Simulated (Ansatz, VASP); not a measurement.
## One calculation of MgO, two programs

```
Mg O
1.0
     3.17120    0.00000    0.00000
    -1.58560    2.74634    0.00000
     0.00000    0.00000   10.79430
Mg O
4 4
Cartesian
  0.0000 1.8309 10.4650
  0.0000 0.0000 2.3836
  0.0000 0.0000 7.7808
  1.5856 0.9154 5.0678
  0.0000 1.8309 8.4200
  0.0000 0.0000 5.7171
  0.0000 0.0000 0.3200
  1.5856 0.9154 3.0229
```

Alike in both runs: task single point; functional PBE; k mesh 9 × 9 × 2; occupations gaussian, width 0.05 eV; no spin polarisation.

```csv
,VASP,Ansatz
version,VASP 6.6.1,Ansatz 0.2.0
potentials or method,"VASP PAW PBE potentials, release 64 (Mg, O)","scalar-relativistic, plane waves, PAW"
plane-wave cutoff (eV),520,520
valence electrons in the cell,32,64
```

|  | VASP | Ansatz | Ansatz less VASP |
| --- | --- | --- | --- |
| gap on the k mesh at the Fermi level (eV) | 3.70 | 3.71 | +0.018 |
| least direct gap on the mesh (eV) | 3.70 | 3.71 | +0.018 |
| pressure (GPa) | 5.6 | 6.0 | +0.39 |
| largest component of the traceless stress (GPa) | 9.62 | 9.49 | -0.133 |
| rms of the force components (eV/Å) | 0.288 | 0.284 | -0.0040 |

Atom by atom the forces differ by 0.004 eV/Å (rms over components). The functional is the same, so the differences come from potentials, cutoffs and numerics. The two sets of potentials don't hold the same shells in valence.

As with any semilocal functional, this PBE gap is likely too small.
